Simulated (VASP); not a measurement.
# CdS (Greenockite) (P6_3mc) in VASP: notebook, part 2 of 2

VASP 6.6.1.

### Step 4. Single point, PBE, spin-orbit coupling, no magnetisation

INCAR reads:

```
ALGO     = Normal         # electronic algorithm
EDIFF    = 1E-4           # SCF threshold, eV
ENCUT    = 350            # plane-wave cutoff, eV
GGA      = PE             # functional
GGA_COMPAT= F            
ISIF     = 2              # what is computed and relaxed
ISMEAR   = 0              # smearing method
LASPH    = T              # aspherical terms in the spheres
LCHARG   = F              # write CHGCAR
LORBIT   = 11             # projections on sites
LREAL    = F              # projectors in reciprocal space
LSORBIT  = T              # spin-orbit coupling
LWAVE    = F              # write WAVECAR
MAGMOM   = 0 0 0 0 0 0 0 0 0 0 0 0 # initial moments
NBANDS   = 52             # bands
NELM     = 100            # most SCF steps
PREC     = Accurate       # precision mode
SIGMA    = 0.02           # smearing width, eV
```

KPOINTS reads:

```
k-points
0
Gamma
  7 7 4
```

POSCAR reads:

```
CdS
1.0
    4.1500000000      0.0000000000      0.0000000000
   -2.0750000000      3.5940054257      0.0000000000
    0.0000000000      0.0000000000      6.7370000000
Cd S
2 2
Direct
    0.6666666667      0.3333333333      0.5000000000
    0.3333333333      0.6666666667      0.0000000000
    0.6666666667      0.3333333333      0.8750000000
    0.3333333333      0.6666666667      0.3750000000
```

Potentials or basis: VASP PAW PBE potentials, release 64 (Cd, S).

On the command line:

```console
$ cat potpaw_PBE.64/Cd/POTCAR potpaw_PBE.64/S/POTCAR > POTCAR
$ mpirun -np 1 vasp_ncl > vasp.out
```

OUTCAR:

```text
EDIFF = 1E-4
   ENCUT = 350
   GGA = PE
   ISIF = 2
   ISMEAR = 0
   LASPH = T
   LORBIT = 11
   LREAL = F
   LSORBIT = T
   NELM = 100
   PREC = Accurate

 Found     32 irreducible k-points:

 Following reciprocal coordinates:
            Coordinates               Weight
  0.000000  0.000000  0.000000      1.000000
  0.142857 -0.000000  0.000000      6.000000
  0.285714 -0.000000  0.000000      6.000000
  0.428571 -0.000000  0.000000      6.000000
  0.142857  0.142857  0.000000      6.000000
  0.285714  0.142857  0.000000     12.000000
   k-points           NKPTS =     32   k-points in BZ     NKDIM =     32   number of bands    NBANDS=     52
   number of dos      NEDOS =    301   number of ions     NIONS =      4
   total plane-waves  NPLWV =  32928
   dimension x,y,z NGX =    28 NGY =   28 NGZ =   42
   dimension x,y,z NGXF=    56 NGYF=   56 NGZF=   84
   ions per type =               2   2
   NGX,Y,Z   is equivalent  to a cutoff of  11.22, 11.22, 10.36 a.u.
   NGXF,Y,Z  is equivalent  to a cutoff of  22.43, 22.43, 20.73 a.u.
 SYSTEM =  unknown system
   PREC   = accura    normal or accurate (medium, high low for compatibility)
   ISTART =      0    job   : 0-new  1-cont  2-samecut
   ICHARG =      2    charge: 1-file 2-atom 10-const
   ISPIN  =      1    spin polarized calculation?
   LNONCOLLINEAR =      T non collinear calculations
   LSORBIT =      T    spin-orbit coupling
   LASPH  =      T    aspherical Exc in radial PAW
   ENCUT  =  350.0 eV  25.72 Ry    5.07 a.u.   6.33  6.33 10.28*2*pi/ulx,y,z
   NELM   =    100;   NELMIN=  2; NELMDL= -5     # of ELM steps
   EDIFF  = 0.1E-03   stopping-criterion for ELM
   LREAL  =      F    real-space projection
   EDIFFG = 0.1E-02   stopping-criterion for IOM
   NSW    =      0    number of steps for IOM
   IBRION =     -1    ionic relax: 0-MD 1-quasi-New 2-CG
   NFREE  =      0    steps in history (QN), initial steepest desc. (CG)
   ISIF   =      2    stress and relaxation
   ISYM   =      2    0-nonsym 1-usesym 2-fastsym
   POTIM  = 0.5000    time-step for ionic-motion
   TEBEG  =    0.0;   TEEND  =   0.0 temperature during run
   PSTRESS=    0.0 pullay stress
   NELECT =      36.0000    total number of electrons
   NUPDOWN=      -1.0000    fix difference up-down
   EMIN   =  10.00;   EMAX   =-10.00  energy-range for DOS
   EFERMI =   0.00;   METHOD = LEGACY
   ISMEAR =     0;   SIGMA  =   0.02  broadening in eV -4-tet -1-fermi 0-gaus
   EFERMI_NEDOS =   21; number of points for ismear=-14 and -15
   IALGO  =     38    algorithm
   IMIX   =      4    mixing-type and parameters
     AMIX     =   0.40;   BMIX     =  1.00
     AMIX_MAG =   1.60;   BMIX_MAG =  1.00
  volume/ion in A,a.u.               =      25.12       169.52
  Fermi-wavevector in a.u.,A,eV,Ry     =   1.162727  2.197236 18.394190  1.351935
  Thomas-Fermi vector in A             =   2.299285
   LORBIT       =     11    0 simple, 1 ext, 2 COOP (PROOUT), +10 PAW based schemes
   GGA     = PE    functional components
   LHFCALC =     F    Hartree Fock is set to
   AEXX    =    0.0000 exact exchange contribution
   IVDW    =     0    specifies the selected vdW correction
   LEPSILON=     F    determine dielectric tensor
   LRPA    =     F    only Hartree local field effects (RPA)
 Gauss-broadening in eV      SIGMA  =   0.02
  energy-cutoff  :      350.00
  volume of cell :      100.48
 maximum number of plane-waves:      3040
 NGX is ok and might be reduce to    28
   NGX = 13   NGY = 13   NGZ = 21

 number of electron      36.0000023 magnetization      -0.0000000      0.0000000      0.0000000

 number of electron      36.0000023 magnetization       0.0000000     -0.0000000     -0.0000000

 number of electron      36.0000023 magnetization       0.0000000      0.0000000      0.0000000

 Free energy of the ion-electron system (eV)
  ---------------------------------------------------
  ext. energy  EPLUGINS =         0.00000000
  ---------------------------------------------------
  free energy    TOTEN  =       -12.31571350 eV

  energy without entropy =      -12.31571350  energy(sigma->0) =      -12.31571350

 E-fermi :   1.3342     XC(G=0):  -9.0865

 val. band max:        1.2219221665   @ k =   0.0000   0.0000   0.0000
 cond. band min:       2.4011759492   @ k =   0.0000   0.0000   0.0000
 fundamental gap:      1.1792537826
 Fermi energy:         1.3342086343

 k-point     1 :       0.0000    0.0000    0.0000
  band No.  band energies     occupation
      1     -11.0939      1.00000
      2     -11.0939      1.00000
      3     -10.6700      1.00000
      4     -10.6700      1.00000
      5      -6.7231      1.00000
      6      -6.7231      1.00000
[... 295 lines left out ...]
     47       9.1587      0.00000
     48       9.1847      0.00000

 [... further k-points ...]

 [bands above 48 left out]

------------------------ aborting loop because EDIFF is reached ----------------------------------------

  FORCE on cell =-STRESS in cart. coord.  units (eV):
  Direction    XX          YY          ZZ          XY          YZ          ZX
  --------------------------------------------------------------------------------------
  -------------------------------------------------------------------------------------
  Total        1.0966475      1.0966475      1.5101796      0.0000000      0.0000000      0.0000000
  in kB       17.4857491     17.4857491     24.0794087      0.0000000      0.0000000      0.0000000
  external PRESSURE =      19.6836357 kB  Pullay stress =       0.0000000 kB

 VOLUME and BASIS-vectors are now :
 -----------------------------------------------------------------------------
  energy-cutoff  :      350.00
  volume of cell :      100.48
      direct lattice vectors                 reciprocal lattice vectors
     4.150000000  0.000000000  0.000000000     0.240963855  0.139120547  0.000000000
    -2.075000000  3.594005426  0.000000000     0.000000000  0.278241094  0.000000000
     0.000000000  0.000000000  6.737000000     0.000000000  0.000000000  0.148434021

 POSITION                                       TOTAL-FORCE (eV/Angst)
 -----------------------------------------------------------------------------------
      2.07500      1.19800      3.36850        -0.000000      0.000000     -0.069023
     -0.00000      2.39600      0.00000         0.000000     -0.000000     -0.069023
      2.07500      1.19800      5.89487         0.000000     -0.000000      0.069023
     -0.00000      2.39600      2.52637        -0.000000      0.000000      0.069023
 -----------------------------------------------------------------------------------
    total drift:                               -0.000000      0.000000     -0.000834

  FREE ENERGIE OF THE ION-ELECTRON SYSTEM (eV)
  ---------------------------------------------------
  free  energy   TOTEN  =       -12.3157135041 eV

  energy  without entropy=      -12.3157135041  energy(sigma->0) =      -12.31571350

 Spin-Orbit-Coupling matrix elements

 Ion:    1  E_soc:     -0.0563451
 l=   1
     0.0000000    -0.0024366    -0.0024267
    -0.0024366     0.0000000    -0.0024366
    -0.0024267    -0.0024366     0.0000000
 l=   2
     0.0000000    -0.0013844     0.0000000    -0.0013844    -0.0055848
    -0.0013844     0.0000000    -0.0041889    -0.0013727    -0.0013844
     0.0000000    -0.0041889     0.0000000    -0.0041889     0.0000000
    -0.0013844    -0.0013727    -0.0041889     0.0000000    -0.0013844
    -0.0055848    -0.0013844     0.0000000    -0.0013844     0.0000000
 l=   3
     0.0000000     0.0000000     0.0000000     0.0000000     0.0000000     0.0000000     0.0000000
     0.0000000     0.0000000     0.0000000     0.0000000     0.0000000     0.0000000     0.0000000
     0.0000000     0.0000000     0.0000000     0.0000000     0.0000000     0.0000000     0.0000000
     0.0000000     0.0000000     0.0000000     0.0000000     0.0000000     0.0000000     0.0000000
[... 49 lines left out ...]
 l=   2
     0.0000000     0.0000000     0.0000000     0.0000000     0.0000000
     0.0000000     0.0000000     0.0000000     0.0000000     0.0000000
     0.0000000     0.0000000     0.0000000     0.0000000     0.0000000
     0.0000000     0.0000000     0.0000000     0.0000000     0.0000000
     0.0000000     0.0000000     0.0000000     0.0000000     0.0000000
 l=   3
     0.0000000     0.0000000     0.0000000     0.0000000     0.0000000     0.0000000     0.0000000
     0.0000000     0.0000000     0.0000000     0.0000000     0.0000000     0.0000000     0.0000000
     0.0000000     0.0000000     0.0000000     0.0000000     0.0000000     0.0000000     0.0000000
     0.0000000     0.0000000     0.0000000     0.0000000     0.0000000     0.0000000     0.0000000
     0.0000000     0.0000000     0.0000000     0.0000000     0.0000000     0.0000000     0.0000000
     0.0000000     0.0000000     0.0000000     0.0000000     0.0000000     0.0000000     0.0000000
     0.0000000     0.0000000     0.0000000     0.0000000     0.0000000     0.0000000     0.0000000

 total charge

# of ion       s       p       d       tot
------------------------------------------
    1        0.423   0.320   9.549  10.292
    2        0.423   0.320   9.549  10.292
    3        1.324   2.398   0.000   3.722
    4        1.324   2.398   0.000   3.722
--------------------------------------------------
tot          3.493   5.436  19.098  28.028

 magnetization (x)

# of ion       s       p       d       tot
------------------------------------------
    1       -0.000   0.000  -0.000  -0.000
    2        0.000   0.000   0.000   0.000
    3        0.000  -0.000   0.000  -0.000
    4        0.000   0.000   0.000   0.000
--------------------------------------------------
tot          0.000   0.000   0.000   0.000

 magnetization (y)

# of ion       s       p       d       tot
------------------------------------------
    1        0.000   0.000   0.000   0.000
    2        0.000  -0.000   0.000  -0.000
    3        0.000   0.000   0.000   0.000
    4        0.000   0.000   0.000   0.000
--------------------------------------------------
tot          0.000   0.000   0.000   0.000

 magnetization (z)

# of ion       s       p       d       tot
------------------------------------------
    1        0.000   0.000  -0.000   0.000
    2        0.000   0.000   0.000   0.000
    3        0.000  -0.000   0.000  -0.000
    4        0.000  -0.000   0.000  -0.000
--------------------------------------------------
tot          0.000  -0.000   0.000  -0.000
```

It took 2 min on 1 thread of AMD EPYC 7R13 (Zen 3), shared host; peak memory 0.34 GiB.

These settings aren't checked as converged: the numbers below hold their error.

Results:

- Free energy: -12.3157 eV
- Pressure: 2.0 GPa
- Largest force: 0.069 eV/Å
- Valence electrons inside the program's atomic spheres: Cd 10.29; S 3.72

### Step 5. Single point, PBE, spin-orbit coupling, no magnetisation

INCAR: that of step 4 with these lines changed.

```diff
@@ -1,3 +1,3 @@
 ALGO     = Normal         # electronic algorithm
-EDIFF    = 1E-4           # SCF threshold, eV
+EDIFF    = 1E-7           # SCF threshold, eV
 ENCUT    = 350            # plane-wave cutoff, eV
@@ -16,3 +16,3 @@
 NELM     = 100            # most SCF steps
-PREC     = Accurate       # precision mode
+PREC     = Normal         # precision mode
 SIGMA    = 0.02           # smearing width, eV
```

KPOINTS is that of step 4.

POSCAR is that of step 4.

Potentials or basis: VASP PAW PBE potentials, release 64 (Cd, S).

On the command line:

```console
$ cat potpaw_PBE.64/Cd/POTCAR potpaw_PBE.64/S/POTCAR > POTCAR
$ mpirun -np 1 vasp_ncl > vasp.out
```

OUTCAR:

```text
EDIFF = 1E-7
   ENCUT = 350
   GGA = PE
   ISIF = 2
   ISMEAR = 0
   LASPH = T
   LORBIT = 11
   LREAL = F
   LSORBIT = T
   NELM = 100
   PREC = Normal

 Found     32 irreducible k-points:

 Following reciprocal coordinates:
            Coordinates               Weight
  0.000000  0.000000  0.000000      1.000000
  0.142857 -0.000000  0.000000      6.000000
  0.285714 -0.000000  0.000000      6.000000
  0.428571 -0.000000  0.000000      6.000000
  0.142857  0.142857  0.000000      6.000000
  0.285714  0.142857  0.000000     12.000000
   k-points           NKPTS =     32   k-points in BZ     NKDIM =     32   number of bands    NBANDS=     52
   number of dos      NEDOS =    301   number of ions     NIONS =      4
   total plane-waves  NPLWV =  12800
   dimension x,y,z NGX =    20 NGY =   20 NGZ =   32
   dimension x,y,z NGXF=    40 NGYF=   40 NGZF=   64
   ions per type =               2   2
   NGX,Y,Z   is equivalent  to a cutoff of   8.01,  8.01,  7.90 a.u.
   NGXF,Y,Z  is equivalent  to a cutoff of  16.02, 16.02, 15.79 a.u.
 SYSTEM =  unknown system
   PREC   = normal    normal or accurate (medium, high low for compatibility)
   ISTART =      0    job   : 0-new  1-cont  2-samecut
   ICHARG =      2    charge: 1-file 2-atom 10-const
[... 426 lines left out ...]
     0.0000000     0.0000000     0.0000000     0.0000000     0.0000000     0.0000000     0.0000000
     0.0000000     0.0000000     0.0000000     0.0000000     0.0000000     0.0000000     0.0000000
     0.0000000     0.0000000     0.0000000     0.0000000     0.0000000     0.0000000     0.0000000
[... 49 lines left out ...]
 l=   2
     0.0000000     0.0000000     0.0000000     0.0000000     0.0000000
     0.0000000     0.0000000     0.0000000     0.0000000     0.0000000
     0.0000000     0.0000000     0.0000000     0.0000000     0.0000000
     0.0000000     0.0000000     0.0000000     0.0000000     0.0000000
     0.0000000     0.0000000     0.0000000     0.0000000     0.0000000
 l=   3
     0.0000000     0.0000000     0.0000000     0.0000000     0.0000000     0.0000000     0.0000000
     0.0000000     0.0000000     0.0000000     0.0000000     0.0000000     0.0000000     0.0000000
     0.0000000     0.0000000     0.0000000     0.0000000     0.0000000     0.0000000     0.0000000
     0.0000000     0.0000000     0.0000000     0.0000000     0.0000000     0.0000000     0.0000000
     0.0000000     0.0000000     0.0000000     0.0000000     0.0000000     0.0000000     0.0000000
     0.0000000     0.0000000     0.0000000     0.0000000     0.0000000     0.0000000     0.0000000
     0.0000000     0.0000000     0.0000000     0.0000000     0.0000000     0.0000000     0.0000000

 total charge

# of ion       s       p       d       tot
------------------------------------------
    1        0.423   0.320   9.549  10.293
    2        0.423   0.320   9.549  10.293
    3        1.323   2.398   0.000   3.721
    4        1.323   2.398   0.000   3.721
--------------------------------------------------
tot          3.493   5.436  19.099  28.027

 magnetization (x)

# of ion       s       p       d       tot
------------------------------------------
    1        0.000  -0.000  -0.000  -0.000
    2        0.000   0.000   0.000   0.000
    3       -0.000  -0.000   0.000  -0.000
    4        0.000   0.000   0.000   0.000
--------------------------------------------------
tot          0.000   0.000  -0.000  -0.000

 magnetization (y)

# of ion       s       p       d       tot
------------------------------------------
    1        0.000  -0.000   0.000  -0.000
    2        0.000   0.000   0.000   0.000
    3        0.000   0.000   0.000   0.000
    4        0.000   0.000   0.000   0.000
--------------------------------------------------
tot          0.000   0.000   0.000   0.000

 magnetization (z)

# of ion       s       p       d       tot
------------------------------------------
    1       -0.000  -0.000   0.000  -0.000
    2        0.000   0.000   0.000   0.000
    3        0.000   0.000   0.000   0.000
    4        0.000   0.000   0.000   0.000
--------------------------------------------------
tot          0.000   0.000   0.000   0.000
```

OSZICAR:

```text
N       E                     dE             d eps       ncg     rms          rms(c)
DAV:   1     0.204609357451E+03    0.20461E+03   -0.14052E+04  3368   0.935E+02
DAV:   2    -0.155191844182E+01   -0.20616E+03   -0.19917E+03  3848   0.283E+02
DAV:   3    -0.132668843088E+02   -0.11715E+02   -0.11635E+02  3852   0.672E+01
DAV:   4    -0.134057526315E+02   -0.13887E+00   -0.13872E+00  3716   0.702E+00
DAV:   5    -0.134081609722E+02   -0.24083E-02   -0.24082E-02  3804   0.899E-01    0.116E+01
DAV:   6    -0.123382991682E+02    0.10699E+01   -0.17180E+00  3968   0.140E+01    0.906E+00
DAV:   7    -0.123228037799E+02    0.15495E-01   -0.80478E-01  3512   0.482E+00    0.400E+00
DAV:   8    -0.123168095566E+02    0.59942E-02   -0.10054E-01  3496   0.310E+00    0.761E-01
DAV:   9    -0.123152063185E+02    0.16032E-02   -0.11143E-02  3600   0.127E+00    0.369E-01
DAV:  10    -0.123155700509E+02   -0.36373E-03   -0.15652E-03  3612   0.258E-01    0.106E-01
DAV:  11    -0.123157909278E+02   -0.22088E-03   -0.74060E-04  3576   0.292E-01    0.806E-02
DAV:  12    -0.123158211164E+02   -0.30189E-04   -0.20042E-04  3420   0.112E-01    0.224E-02
DAV:  13    -0.123158210033E+02    0.11313E-06   -0.13026E-05  3752   0.207E-02    0.137E-02
DAV:  14    -0.123158220390E+02   -0.10357E-05   -0.53133E-06  3416   0.181E-02    0.105E-02
DAV:  15    -0.123158220731E+02   -0.34043E-07   -0.33086E-07  3768   0.393E-03
   1 F= -.12315822E+02 E0= -.12315822E+02  d E =-.133032E-17  mag=     0.0000     0.0000    -0.0000
```

stdout:

```text
POSCAR found type information on POSCAR CdS
 POSCAR found :  2 types and       4 ions
 scaLAPACK will be used
 LDA part: xc-table for (Slater+PW92), standard interpolation
 POSCAR, INCAR and KPOINTS ok, starting setup
 FFT: planning ... GRIDC
 FFT: planning ... GRID_SOFT
 FFT: planning ... GRID
 WAVECAR not read
 entering main loop
```

It took 75 s on 1 thread of AMD EPYC 7R13 (Zen 3), shared host; peak memory 0.24 GiB.

The run converged, but some of its settings lie outside the range that counts as converged, so its numbers aren't taken as properties of the crystal.

Results:

| Quantity | Value |
| --- | --- |
| Free energy | -12.3158 eV |
| Pressure | 2.0 GPa |
| Largest force | 0.069 eV/Å |
| Valence electrons inside the program's atomic spheres | Cd 10.29; S 3.72 |

### Step 6. For comparison

An earlier run on the cell as given: functional PBEsol; potentials or basis VASP PAW PBE potentials, release 64 (Cd, S); cutoff 520 eV; k mesh 7 × 7 × 4; occupations fermi-dirac, width 0.05 eV; no spin polarisation.

* Pressure: -0.6 GPa
* Largest force: 0.067 eV/Å
* Band gap on the k mesh: 1.06 eV, direct
